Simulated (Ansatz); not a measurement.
Structure: TlBr (Pm-3m) from a database of computed structures, at its r2SCAN+rVV10 minimum. It is cubic, Pm-3m (No. 221); conventional cell a = 3.945 Å, 30.70 Å³ an atom. Tl has 8 Br at 3.42 Å; Br has 8 Tl at 3.42 Å.

```
Tl Br
1.0
     3.94518    0.00000    0.00000
     0.00000    3.94518    0.00000
     0.00000    0.00000    3.94518
Tl Br
1 1
Direct
  0.00000 0.00000 0.00000
  0.50000 0.50000 0.50000
```

The questions ask for values computed with Ansatz 0.2.0 on this geometry. Spin-unpolarised throughout; all numbers are computed.

Given (6×6×6 mesh): The LDA gap is direct at X: 1.60 eV.

**Question.** How does the gap change from LDA to HSE06 (4×4×4)?

**Answer.** With HSE06 the gap is 2.46 eV and direct, at X. The gap differs by +0.86 eV from LDA's.

**Question.** How does the gap change from LDA to DDH-PBE0 (4×4×4)?

**Answer.** DDH-PBE0 gives a direct gap of 2.61 eV at X. The share of exact exchange is 0.161. The gap differs by +1.01 eV from LDA's.

**Question.** What does Hartree-Fock give for the gap (4×4×4 mesh)?

**Answer.** Hartree-Fock gives a direct gap of 7.62 eV at X. The gap differs by +6.02 eV from LDA's.

**Question.** What does G0W0@PBE with 454 empty bands, a screening cutoff of 220 eV and a 4×4×4 mesh give?

**Answer.** 2.89 eV (PBE's gap over the path plus the quasiparticle shift read on the mesh). The quasiparticle gap on this mesh is 2.88 eV (direct at X), against 1.78 eV from PBE: +1.10 eV. Renormalisation factors Z lie between 0.69 and 0.80. No extrapolation in bands, cutoff or mesh was made for G0W0.

**Question.** What are ε∞ and the Born charges with PBE?

**Answer.** The electronic dielectric tensor ε∞ is 6.22 in all directions. Born charges, averaged over directions: Tl +2.14, Br -2.14 e.

Spin-orbit coupling is left out; in compounds of Pb, Bi, Tl or Hg it can lower a gap by up to about 1 eV, split its edges or invert the bands.

The meshes of the hybrids are coarse, so their gaps aren't converged to the digits shown.

With a shallow d shell on the cation, G0W0 converges slowly in bands and cutoff, so these values are in doubt.
